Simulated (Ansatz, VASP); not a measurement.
## One calculation of PbSe, two programs

```
CELL_PARAMETERS angstrom
3.83412 0.00000 0.00000
0.00000 3.83412 0.00000
0.00000 0.00000 3.83412
ATOMIC_POSITIONS crystal
Pb 0.00000 0.00000 0.00000
Se 0.50000 0.50000 0.50000
```

Measurements of this composition are mostly on another form, of space group No. 225.

Alike in both runs: task single point; functional r2SCAN; k mesh 7 × 7 × 7; occupations fermi-dirac, width 0.05 eV; no spin polarisation.

|  | VASP | Ansatz |
| --- | --- | --- |
| version | VASP 6.6.1 | Ansatz 0.2.0 |
| potentials or method | VASP PAW PBE potentials, release 64 (Pb_d, Se) | Ansatz PAW |
| plane-wave cutoff (eV) | 520 | 500 |
| valence electrons in the cell | 20 | 30 |

Ansatz gave:

```
gap on the k mesh at the Fermi level (eV) : 0.16
least direct gap on the mesh (eV)         : 1.22
pressure (GPa)                            : -2.5
```

Task: What did VASP give for the same quantities?

Result: gap on the k mesh at the Fermi level (eV): 0.16; least direct gap on the mesh (eV): 1.21; pressure (GPa): -2.5.

The two sets of potentials don't hold the same shells in valence.

Caveats: the PAW data sets were made with another functional, which shifts forces and pressure a little (VASP); spin-orbit coupling is left out, which as a rule narrows the gap of such compounds by several tenths of an eV (VASP); an odd mesh through Γ misses points on the zone boundary, where band edges often lie (VASP); the PAW data sets come from PBE, with cores solved anew for the run's functional, which leaves a small shift of forces and pressure (Ansatz).
